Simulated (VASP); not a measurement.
Crystal: Cu3Au (Auricupride).

```
CELL_PARAMETERS angstrom
3.74000 0.00000 0.00000
0.00000 3.74000 0.00000
0.00000 0.00000 3.74000
ATOMIC_POSITIONS crystal
Au 0.00000 0.00000 0.00000
Cu 0.50000 0.50000 0.00000
Cu 0.50000 0.00000 0.50000
Cu 0.00000 0.50000 0.50000
```

```yaml
Program: VASP 6.6.1
Task: relaxation of cell and atoms
Functional: PBE
Potentials_or_basis: VASP PAW PBE potentials, release 64 (Au, Cu)
Cutoff: 580 eV
k_mesh: 7 × 7 × 7
Occupations: fermi-dirac, width 0.05 eV
Spin: no spin polarisation
```

At the start: pressure 5.3 GPa; volume 13.08 Å³/atom.

Where does the relaxation end?

Over 3 steps the energy falls by 7.2 meV/atom and the volume is 13.53 Å³/atom (+3.5 %); space group Pm-3m (No. 221, to 0.05 Å).

The path:
| step | energy change (eV) | largest force (eV/Å) | pressure (GPa) | volume (Å³) |
| --- | --- | --- | --- | --- |
| 1 | 0.0000 | 0.0000 | 5.32 | 52.31 |
| 2 | -0.0103 | 0.0000 | -3.67 | 55.67 |
| 3 | -0.0286 | 0.0000 | 0.03 | 54.12 |

Final structure:
```
CELL_PARAMETERS angstrom
3.78262 0.00000 0.00000
0.00000 3.78262 0.00000
0.00000 0.00000 3.78262
ATOMIC_POSITIONS crystal
Au 0.00000 0.00000 0.00000
Cu 0.50000 0.50000 0.00000
Cu 0.50000 0.00000 0.50000
Cu 0.00000 0.50000 0.50000
```
